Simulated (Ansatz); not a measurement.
## Every step of a relaxation of Au (hcp type)

DFT, PBE, PAW with Ansatz's default frozen-core files, scalar-relativistic (Ansatz 0.2.0); a Γ-centred 15×15×8 k mesh, Fermi–Dirac smearing of 0.08 eV, no spin polarisation. The run relaxes cell and atoms at a target pressure of 0.86 GPa.

Command: `ansatz run input.yaml --threads 1 --pin off --max-ram 3584MiB --backend cpu --events-out ev --progress --plain --runs-dir out` It took 17 s on 1 thread of Intel(R) Xeon(R) Platinum 8488C (Sapphire Rapids), on a shared host, peak memory 0.42 GiB.

```yaml
crystal:
  lattice:
    - [2.9419141887, 0.0, 0.0]
    - [-1.4709570944, 2.5477724232, 0.0]
    - [0.0, 0.0, 4.7659009857]
  atoms:
    - { symbol: Au, position: [0.3333333333, 0.6666666667, 0.25] }
    - { symbol: Au, position: [0.6666666667, 0.3333333333, 0.75] }
kpoints:
  mp_grid: { grid: [15, 15, 8] }
scf:
  occupations: { method: fermi_dirac, width: 0.08 }
hamiltonian:
  xc: pbe
  pseudopotentials: { kind: paw }
output:
  forces: true
  stress: true
  eigenvalues: true
  write_density: true
  write_potential: true
  elf: true
  volumetric_format: npy
relax:
  f_tol: 0.005
  max_steps: 40
  cell: { p_target: 0.86, stress_tol: 0.03 }
```

Each step lists its enthalpy F + pV a cell above the last geometry, the pressure, the cell vectors (Å), and Cartesian positions (Å) with forces (eV/Å).

The first step:

```
step 1  dH = 10.86 meV  P = 1.04 GPa
  cell 2.9419 0.0000 0.0000  -1.4710 2.5478 0.0000  0.0000 0.0000 4.7659
  Au 0.0000 1.6985 1.1915   0.0000 0.0000 0.0000
  Au 1.4710 0.8493 3.5744   0.0000 0.0000 0.0000
```

Spin–orbit coupling is left out, which matters for the heavy atoms.

Task: Where does the relaxation end, and by which steps?

Result: After 4 geometries, with conventional a, b, c = 2.906, 2.906, 4.890 Å, at 17.885 Å³/atom (+0.13 % against the start) in space group P6_3/mmc, with a shortest distance of 2.906 Å. The further steps:
```
step 2  dH = 0.11 meV  P = 0.65 GPa
  cell 2.9102 0.0000 0.0000  -1.4551 2.5203 0.0000  0.0000 0.0000 4.8827
  Au 0.0000 1.6802 1.2207   0.0000 0.0000 0.0000
  Au 1.4551 0.8401 3.6621   0.0000 0.0000 0.0000
step 3  dH = 0.27 meV  P = 1.49 GPa  (not accepted)
  cell 2.9006 0.0000 0.0000  -1.4503 2.5120 0.0000  0.0000 0.0000 4.8878
  Au 0.0000 1.6747 1.2219   0.0000 0.0000 0.0000
  Au 1.4503 0.8373 3.6658   0.0000 0.0000 0.0000
step 4  dH = 0.00 meV  P = 0.85 GPa
  cell 2.9062 0.0000 0.0000  -1.4531 2.5168 0.0000  0.0000 0.0000 4.8902
  Au 0.0000 1.6779 1.2226   0.0000 0.0000 0.0000
  Au 1.4531 0.8389 3.6677   0.0000 0.0000 0.0000
step 5  dH = 0.00 meV  P = 0.84 GPa  (same geometry on a basis chosen anew; earlier energies don't compare to the last digit)
  cell 2.9062 0.0000 0.0000  -1.4531 2.5168 0.0000  0.0000 0.0000 4.8902
  Au 0.0000 1.6779 1.2226   0.0000 0.0000 0.0000
  Au 1.4531 0.8389 3.6677   0.0000 0.0000 0.0000
```
